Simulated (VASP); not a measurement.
W: relaxation of cell and atoms with r2SCAN+rVV10

W:

```xyz
1
Lattice="0.0000 2.0300 2.0300 2.0300 0.0000 2.0300 2.0300 2.0300 0.0000" Properties=species:S:1:pos:R:3 pbc="T T T"
W     0.0000    0.0000    0.0000
```

This isn't the form of W at room conditions, which is bcc.

```json
{
  "Program": "VASP 6.6.1",
  "Task": "relaxation of cell and atoms",
  "Functional": "r2SCAN",
  "Dispersion": "rVV10",
  "Potentials or basis": "VASP PAW PBE potentials, release 64 (W_sv)",
  "Cutoff": "600 eV",
  "k mesh": "11 × 11 × 11",
  "Occupations": "fermi-dirac, width 0.05 eV",
  "Spin": "no spin polarisation",
  "Further INCAR settings": "ALGO = Normal; EDIFF = 1e-06; IBRION = 2; EDIFFG = -0.005; NSW = 40; ISIF = 3"
}
```

* Relaxed volume: 16.16 Å³/atom
* Relaxed cell: a = 2.838 Å, b = 2.838 Å, c = 2.838 Å, α = 60.00°, β = 60.00°, γ = 60.00°
* Space group after relaxing (to 0.05 Å): Fm-3m (No. 225)
* Energy gained by relaxing: 18.1 meV/atom
* Ionic steps: 7
* Pressure after relaxing: 0.0 GPa
* Band gap on the k mesh: none (metal or under the smearing width)

Step by step:
```csv
step,energy change (eV),largest force (eV/Å),pressure (GPa),volume (Å³)
1,0.0000,0.0000,-9.82,16.73
2,0.2212,0.0000,47.31,14.37
3,-0.0180,0.0000,-0.64,16.20
4,-0.0181,0.0000,-0.10,16.17
5,-0.0181,0.0000,0.11,16.16
6,-0.0181,0.0000,-0.32,16.18
7,-0.0181,0.0000,0.00,16.16
```

Final structure:
```cif
data_structure
_symmetry_space_group_name_H-M 'P 1'
_symmetry_Int_Tables_number 1
_cell_length_a 2.8379
_cell_length_b 2.8379
_cell_length_c 2.8379
_cell_angle_alpha 60.000
_cell_angle_beta 60.000
_cell_angle_gamma 60.000
_cell_volume 16.16
loop_
_atom_site_label
_atom_site_type_symbol
_atom_site_fract_x
_atom_site_fract_y
_atom_site_fract_z
_atom_site_occupancy
W1 W 0.00000 0.00000 0.00000 1
```

Levels at points of the mesh, in eV from the Fermi level:
| k point | band 5 | band 6 | band 7 | band 8 | band 9 | band 10 |
| --- | --- | --- | --- | --- | --- | --- |
| (0.00, 0.00, 0.00) | -9.60 | -0.62 | -0.62 | -0.62 | 2.84 | 2.84 |

Wall time 2.6 min on 1 thread of Intel(R) Xeon(R) 6975P-C (Granite Rapids), with other jobs on the host, peak memory 0.23 GiB.

Caveat: the PAW data sets were made with another functional, which shifts forces and pressure a little. Spin-orbit coupling is left out, which matters for the levels of W.
